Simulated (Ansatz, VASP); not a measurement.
**Mo: VASP beside Ansatz**

```
Mo
1.0
     2.87390    0.00000    0.00000
    -1.43695    2.48887    0.00000
     0.00000    0.00000    4.46434
Mo
2
Direct
  0.33333 0.66667 0.25000
  0.66667 0.33333 0.75000
```

Alike in both runs: task relaxation of cell and atoms; functional PBE; k mesh 9 × 9 × 4; occupations gaussian, width 0.1 eV; no spin polarisation.

|  | VASP | Ansatz |
| --- | --- | --- |
| version | VASP 6.6.1 | Ansatz 0.2.0 |
| potentials or method | VASP PAW PBE potentials, release 64 (Mo_sv) | scalar-relativistic, plane waves, PAW |
| plane-wave cutoff (eV) | 600 | 420 |
| valence electrons in the cell | 28 | 28 |

VASP gave:

| Quantity | Value |
| --- | --- |
| gap on the k mesh at the Fermi level, each at its own relaxed structure (eV) | none |
| relaxed volume (Å³/atom) | 16.11 |
| relaxed cell length with the largest relative difference (Å) | 2.756 |
| energy change over the relaxation (meV/atom) | -53 |

Question: What did Ansatz give for the same quantities?

Answer: gap on the k mesh at the Fermi level, each at its own relaxed structure (eV): none; relaxed volume (Å³/atom): 16.07; relaxed cell length with the largest relative difference (Å): 2.753; energy change over the relaxation (meV/atom): -53.

A gap of «none» marks a metal or a gap that the smearing closes.
